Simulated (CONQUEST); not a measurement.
# Bi (P-1) in CONQUEST: convergence with scf tolerance

Aim: find how far scf tolerance must go before the results for Bi settle, at LDA. This setting moves, with any that are tied to it; all else stays.

Everything below comes from runs of CONQUEST 1.3. Logs are shortened: lines on timing, memory, paths and dates and some standing lists are left out, and cuts for length are marked.

**1. The cell of the first run**

The typed cell holds 2 atoms: a = 3.963 Å, b = 3.963 Å, c = 3.963 Å, α = 90.00°, β = 90.00°, γ = 90.00°.

This isn't the form of Bi at room conditions, which is rhombohedral.

The cell isn't the ideal one: atoms moved at random.

**2. With scf tolerance 0.01**

Conquest_input reads:

```
IO.Title Bi
IO.Coordinates coords.dat
IO.FractionalAtomicCoords T
IO.Iprint 2
IO.Iprint_init 1
General.NumberOfSpecies 1
General.PseudopotentialType hamann
AtomMove.TypeOfRun static
AtomMove.FullStress T
Grid.GridCutoff 120
DM.SolutionMethod diagon
Diag.MPMesh T
Diag.GammaCentred T
Diag.MPMeshX 5
Diag.MPMeshY 5
Diag.MPMeshZ 5
Diag.kT 0.00183747
minE.SCTolerance 0.01
SC.MaxIters 100
IO.AtomChargeOutput T
%block ChemicalSpeciesLabel
1 208.980 Bi
%endblock
```

coords.dat reads:

```
    7.4887220809     0.0000000000     0.0000000000
    0.0000000000     7.4887220809     0.0000000000
    0.0000000000     0.0000000000     7.4887220809
2
 -0.0018650000   0.0012930000  -0.0039890000 1 T T T
  0.5087180000   0.4911170000   0.4949880000 1 T T T
```

Potentials or basis: PseudoDojo NC LDA, DZP, grid cutoff 120 Ha.

On the command line:

```
OMP_NUM_THREADS=1 Conquest
```

Run time: 9 s. Hardware: 1 thread of Intel Xeon Platinum 8488C (Sapphire Rapids), shared host; peak memory 0.42 GiB.

What came out:

* Free energy: -4457.6198 eV
* Pressure: -13.8 GPa
* Largest force: 0.655 eV/Å
* Band gap on the k mesh: none (metal or under the smearing width)

**3. With scf tolerance 0.001**

Changes to Conquest_input since step 2:

```diff
@@ -17,3 +17,3 @@
 Diag.kT 0.00183747
-minE.SCTolerance 0.01
+minE.SCTolerance 0.001
 SC.MaxIters 100
```

coords.dat is that of step 2.

Potentials or basis: PseudoDojo NC LDA, DZP, grid cutoff 120 Ha.

On the command line:

```
OMP_NUM_THREADS=1 Conquest
```

It took 8.8 s on 1 thread of Intel Xeon Platinum 8488C (Sapphire Rapids), shared host; peak memory 0.42 GiB.

What came out:

- Free energy: -4457.6198 eV
- Pressure: -13.8 GPa
- Largest force: 0.655 eV/Å
- Band gap on the k mesh: none (metal or under the smearing width)

**4. With scf tolerance 0.0001**

Changes to Conquest_input since step 3:

```diff
@@ -17,3 +17,3 @@
 Diag.kT 0.00183747
-minE.SCTolerance 0.001
+minE.SCTolerance 0.0001
 SC.MaxIters 100
```

coords.dat is that of step 3.

On the command line:

```
OMP_NUM_THREADS=1 Conquest
```

Run time: 11 s. Hardware: 1 thread of Intel Xeon Platinum 8488C (Sapphire Rapids), shared host; peak memory 0.42 GiB.

It converged, with:

| Quantity | Value |
| --- | --- |
| Free energy | -4457.5613 eV |
| Pressure | -2.2 GPa |
| Largest force | 0.042 eV/Å |
| Band gap on the k mesh | none (metal or under the smearing width) |

**5. With scf tolerance 1e-05**

Changes to Conquest_input since step 4:

```diff
@@ -17,3 +17,3 @@
 Diag.kT 0.00183747
-minE.SCTolerance 0.0001
+minE.SCTolerance 1e-05
 SC.MaxIters 100
```

coords.dat is that of step 4.

On the command line:

```
OMP_NUM_THREADS=1 Conquest
```

Run time: 12 s. Hardware: 1 thread of Intel Xeon Platinum 8488C (Sapphire Rapids), shared host; peak memory 0.42 GiB.

Results (log left out):

```yaml
Free_energy: -4457.5613 eV
Pressure: -1.5 GPa
Largest_force: 0.011 eV/Å
Band_gap_on_the_k_mesh: none (metal or under the smearing width)
```

**6. With scf tolerance 1e-06**

Changes to Conquest_input since step 5:

```diff
@@ -17,3 +17,3 @@
 Diag.kT 0.00183747
-minE.SCTolerance 1e-05
+minE.SCTolerance 1e-06
 SC.MaxIters 100
```

coords.dat is that of step 5.

Potentials or basis: PseudoDojo NC LDA, DZP, grid cutoff 120 Ha.

On the command line:

```
OMP_NUM_THREADS=1 Conquest
```

Run time: 13 s. Hardware: 1 thread of Intel Xeon Platinum 8488C (Sapphire Rapids), shared host; peak memory 0.42 GiB.

It converged, with:

```yaml
Free_energy: -4457.5613 eV
Pressure: -1.5 GPa
Largest_force: 0.011 eV/Å
Band_gap_on_the_k_mesh: none (metal or under the smearing width)
```

**7. With scf tolerance 1e-07**

Changes to Conquest_input since step 6:

```diff
@@ -17,3 +17,3 @@
 Diag.kT 0.00183747
-minE.SCTolerance 1e-06
+minE.SCTolerance 1e-07
 SC.MaxIters 100
```

coords.dat is that of step 6.

On the command line:

```
OMP_NUM_THREADS=1 Conquest
```

Wall time 15 s (1 thread of Intel Xeon Platinum 8488C (Sapphire Rapids), shared host); peak memory 0.42 GiB.

Results (log left out):

| Item | Value |
| --- | --- |
| Free energy | -4457.5612 eV |
| Pressure | -1.5 GPa |
| Largest force | 0.009 eV/Å |
| Band gap on the k mesh | none (metal or under the smearing width) |

**8. With scf tolerance 1e-08**

Changes to Conquest_input since step 7:

```diff
@@ -17,3 +17,3 @@
 Diag.kT 0.00183747
-minE.SCTolerance 1e-07
+minE.SCTolerance 1e-08
 SC.MaxIters 100
```

coords.dat is that of step 7.

On the command line:

```
OMP_NUM_THREADS=1 Conquest
```

Wall time 16 s (1 thread of Intel Xeon Platinum 8488C (Sapphire Rapids), shared host); peak memory 0.42 GiB.

Results (log left out):

| Property | Result |
| --- | --- |
| Free energy | -4457.5612 eV |
| Pressure | -1.5 GPa |
| Largest force | 0.009 eV/Å |
| Band gap on the k mesh | none (metal or under the smearing width) |

**9. With scf tolerance 1e-09**

Changes to Conquest_input since step 8:

```diff
@@ -17,3 +17,3 @@
 Diag.kT 0.00183747
-minE.SCTolerance 1e-08
+minE.SCTolerance 1e-09
 SC.MaxIters 100
```

coords.dat is that of step 8.

Potentials or basis: PseudoDojo NC LDA, DZP, grid cutoff 120 Ha.

On the command line:

```
OMP_NUM_THREADS=1 Conquest
```

Log:

```text
Simulation cell dimensions:     7.4887 a0 x     7.4887 a0 x     7.4887 a0

      Atomic coordinates (a0)
         Atom         X         Y         Z  Species
            1    7.4748    0.0097    7.4588        1
            2    3.8096    3.6778    3.7068        1

         Monkhorst-Pack mesh:   5 x   5 x   5 gamma-centred
        This calculation includes non-local pseudopotentials,
         with a maximum core radius of      7.36197103

    Job title: Bi
    Job to be run: static calculation

[... 5 lines left out ...]
      Using Fermi-Dirac smearing

    Integration grid size:     40 x   40 x   40

    Integration grid spacing:  0.187 a0 x 0.187 a0 x 0.187 a0

    Number of species:  1
    --------------------------------------------------------
    |   #  mass (au)  Charge (e)  SF Rad (a0)  NSF  Label  |
    --------------------------------------------------------
    |   1    208.980      15.000        7.676   18  Bi     |
    --------------------------------------------------------
          SCF tolerance:                 0.00000000
          SCF iterations:               100

    LibXC version:  6. 2. 2
    Using the LDA functional Slater exchange
    Using the LDA functional Perdew & Wang

           radial cut-off to be used is taken to be max PAO cut-off radius for this species:    7.361971

           greatest ang. mom. for making density from PAOs:  2
    Minimum blocs/proc is     1000. Maximum blocs/proc is     1000
    set_atom_dens: In set_atomic_density, electrons :      30.000000000000
 matrix_size & matrix_size_padH =           36          36

    Screened ion int: energy:    -123.121717002377 Ha

    new_SC_potl: Starting.  Tolerance:  0.10000E-08

    PulayMixSC: Starting Pulay mixing, A_up =  0.500 A_dn =  0.500
    PulayMixSC: Spin non-polarised calculation.
          Harris-Foulkes Energy            :      -163.813727450746569 Ha
          GroundState Energy (E-(1/2)TS)   :      -163.814117329259119 Ha
          Free Energy (E-TS)               :      -163.814507207771669 Ha
          DFT Total Energy                 :      -163.810559323263533 Ha
          Total number of electrons        :        29.999999999999993
    PulayMixSC: Pulay iteration     1 residual:              0.77444E-03
          Harris-Foulkes Energy            :      -163.811715629617396 Ha
          GroundState Energy (E-(1/2)TS)   :      -163.812115440534370 Ha
          Free Energy (E-TS)               :      -163.812515251451373 Ha
          DFT Total Energy                 :      -163.811490473892349 Ha
          Total number of electrons        :        30.000026582258968
    PulayMixSC: Pulay iteration     2 residual:              0.24136E-03
          Harris-Foulkes Energy            :      -163.811550629032126 Ha
          GroundState Energy (E-(1/2)TS)   :      -163.811953924705364 Ha
          Free Energy (E-TS)               :      -163.812357220378601 Ha
          DFT Total Energy                 :      -163.811547443747543 Ha
          Total number of electrons        :        30.000043937492023
    PulayMixSC: Pulay iteration     3 residual:              0.69772E-04
          Harris-Foulkes Energy            :      -163.811546648514792 Ha
          GroundState Energy (E-(1/2)TS)   :      -163.811950603508961 Ha
          Free Energy (E-TS)               :      -163.812354558503131 Ha
          DFT Total Energy                 :      -163.811546645444196 Ha
          Total number of electrons        :        30.000050252338596
    PulayMixSC: Pulay iteration     4 residual:              0.19153E-05
          Harris-Foulkes Energy            :      -163.811546743899498 Ha
          GroundState Energy (E-(1/2)TS)   :      -163.811950694296513 Ha
          Free Energy (E-TS)               :      -163.812354644693556 Ha
          DFT Total Energy                 :      -163.811546743904557 Ha
          Total number of electrons        :        30.000051363588579
    PulayMixSC: Pulay iteration     5 residual:              0.75209E-06
          Harris-Foulkes Energy            :      -163.811546492768315 Ha
          GroundState Energy (E-(1/2)TS)   :      -163.811950440950000 Ha
          Free Energy (E-TS)               :      -163.812354389131713 Ha
          DFT Total Energy                 :      -163.811546492583830 Ha
          Total number of electrons        :        30.000052808867640
    PulayMixSC: Pulay iteration     6 residual:              0.12285E-06
          Harris-Foulkes Energy            :      -163.811546437948493 Ha
          GroundState Energy (E-(1/2)TS)   :      -163.811950385980197 Ha
          Free Energy (E-TS)               :      -163.812354334011928 Ha
          DFT Total Energy                 :      -163.811546437947754 Ha
          Total number of electrons        :        30.000052247600227
    PulayMixSC: Pulay iteration     7 residual:              0.14640E-07
          Harris-Foulkes Energy            :      -163.811546183416340 Ha
          GroundState Energy (E-(1/2)TS)   :      -163.811950131287716 Ha
          Free Energy (E-TS)               :      -163.812354079159064 Ha
          DFT Total Energy                 :      -163.811546183416539 Ha
          Total number of electrons        :        30.000051513353814
    PulayMixSC: Pulay iteration     8 residual:              0.62816E-08
          Harris-Foulkes Energy            :      -163.811546225298457 Ha
          GroundState Energy (E-(1/2)TS)   :      -163.811950173234720 Ha
          Free Energy (E-TS)               :      -163.812354121170983 Ha
          DFT Total Energy                 :      -163.811546225299082 Ha
          Total number of electrons        :        30.000049445163857
    PulayMixSC: Pulay iteration     9 residual:              0.66438E-09
    PulayMixSC: Reached SCF tolerance of  0.66438E-09 after      9 iterations
      | Number of electrons      =        30.000049
      |* band energy as 2Tr[K.H] =       -23.409416942965386 Ha
      |  screened ion-ion energy =      -123.121717002376997 Ha
      |  Ha correction           =         0.475639779757203 Ha
      |  XC correction           =       -17.756052055948366 Ha
      | GS Energy as E-(1/2)TS   =      -163.811950173234720 Ha
      | Free Energy as E-TS      =      -163.812354121170983 Ha
      |* Harris-Foulkes energy   =      -163.811546225298457 Ha
      |* DFT total energy        =      -163.811546225299082 Ha
      |  estimated accuracy      =         0.000000000000625 Ha

    force: Forces on atoms (Ha/a0)
    force:  Atom   X              Y              Z
    force:     1   0.0000955384  -0.0000987383   0.0000878200
    force:     2  -0.0001145323   0.0001190126   0.0000818781

    force: Maximum force :        0.00011901(Ha/a0) on atom         2 in y direction
    force: Force Residual:        0.00017403 Ha/a0
    force: Total stress:          1.54948937     0.07076569    -0.03043800 GPa
                             0.07076569     1.54240990     0.01933353
                            -0.03043800     0.01933353     1.49059799
    force: Average pressure:     -1.52749908 GPa

    force: Finished force
    get_E_and_F: Change in energy during last step of electronic optimisation: -0.41882E-07

    BIBLIOGRAPHY: Please consider citing the following references in the conquest.bib file

    CONQUEST:         Bowler2002pt, Miyazaki2004, Nakata2020
    Basis:            Bowler2019
    DM:               Bowler:2006xr
    Pseudopotentials: Hamann2013, Bowler2019
    XC references from LibXC:
      P. A. M. Dirac.,  Math. Proc. Cambridge Philos. Soc. 26, 376 (1930)
```

Run time: 17 s. Hardware: 1 thread of Intel Xeon Platinum 8488C (Sapphire Rapids), shared host; peak memory 0.42 GiB.

Results:

```yaml
Free_energy: -4457.5612 eV
Pressure: -1.5 GPa
Largest_force: 0.009 eV/Å
Band_gap_on_the_k_mesh: none (metal or under the smearing width)
```

**10. The series at a glance**

| scf tolerance | energy less the tightest run, at zero smearing (meV/atom) | pressure (GPa) | largest force (eV/Å) | SCF cycles | CPU time (s) | peak memory (GiB) |
| --- | --- | --- | --- | --- | --- | --- |
| 0.01 | -29.49 | -13.80 | 0.655 | 1 | 8.8 | 0.42 |
| 0.001 | -29.49 | -13.80 | 0.655 | 1 | 8.7 | 0.42 |
| 0.0001 | -0.05 | -2.24 | 0.042 | 3 | 11 | 0.42 |
| 1e-05 | -0.01 | -1.52 | 0.011 | 4 | 12 | 0.42 |
| 1e-06 | -0.01 | -1.52 | 0.011 | 5 | 13 | 0.42 |
| 1e-07 | 0.00 | -1.53 | 0.009 | 7 | 15 | 0.42 |
| 1e-08 | 0.00 | -1.53 | 0.009 | 8 | 16 | 0.42 |
| 1e-09 | 0.00 | -1.53 | 0.009 | 9 | 17 | 0.42 |

Against the tightest run, the energy stays within 1 meV/atom from 0.0001 on; the pressure stays within 0.1 GPa from 1e-05 on; the largest force stays within 0.005 eV/Å from 1e-05 on. The tightest run that finished is the yardstick and may itself not be fully converged.

Caveats: spin-orbit coupling is left out, which moves the levels of the heavy elements; the basis of atomic orbitals isn't converged, which shifts pressures, moduli and gaps.
